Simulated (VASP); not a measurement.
A run of VASP 6.6.1 is set up as follows.

Contents of INCAR:

```
SYSTEM = TiO
  PREC = Accurate
  ENCUT = 600
  EDIFF = 1E-6
  ISMEAR = -1
  SIGMA = 0.05
  LREAL = .FALSE.
  LASPH = .TRUE.
  NELM = 60
  ALGO = Normal
  ISIF = 3
  LWAVE = .FALSE.
  LCHARG = .FALSE.
  GGA = CA
  IBRION = 2
  NSW = 60
  EDIFFG = -0.01
```

File KPOINTS:

```
regular mesh
0
G
  10 10 8
  0 0 0
```

Contents of POSCAR:

```
TiO
1.0
    3.0310000000      0.0000000000      0.0000000000
   -1.5155000000      2.6249229989      0.0000000000
    0.0000000000      0.0000000000      3.2377000000
Ti O
1 1
Direct
    0.6666666667      0.3333333333      0.0000000000
    0.0000000000      0.0000000000      0.5000000000
```

Potentials or basis: VASP PAW LDA potentials, release 64 (Ti_sv, O).

Command:

```bash
$ cat potpaw_LDA.64/Ti_sv/POTCAR potpaw_LDA.64/O/POTCAR > POTCAR
$ mpirun -np 1 vasp_std > vasp.out
```

Problem. What does it give for the space group after relaxing (to 0.05 Å)?

Solution. P-6m2 (No. 187).

Problem. What does it give for the relaxed volume?

Solution. 9.18 Å³/atom.

Step by step:
| step | energy change (eV) | largest force (eV/Å) | pressure (GPa) | volume (Å³) |
| --- | --- | --- | --- | --- |
| 1 | 0.0000 | 0.0000 | -44.95 | 25.76 |
| 2 | -0.3230 | 0.0000 | 115.84 | 14.45 |
| 3 | -1.5012 | 0.0000 | -3.74 | 18.60 |
| 4 | -1.5046 | 0.0000 | -0.82 | 18.40 |
| 5 | -1.5048 | 0.0000 | 1.23 | 18.27 |
| 6 | -1.5058 | 0.0000 | -1.22 | 18.44 |
| 7 | -1.5060 | 0.0000 | -0.49 | 18.39 |
| 8 | -1.5061 | 0.0000 | 0.32 | 18.34 |
| 9 | -1.5061 | 0.0000 | 0.02 | 18.36 |

Caveat: the volume moved by over 15 % at a fixed basis, so the end points are rough; the volume moved by -29 % from the deposited cell, more than functionals usually miss. LDA usually gives volumes a few per cent too small.
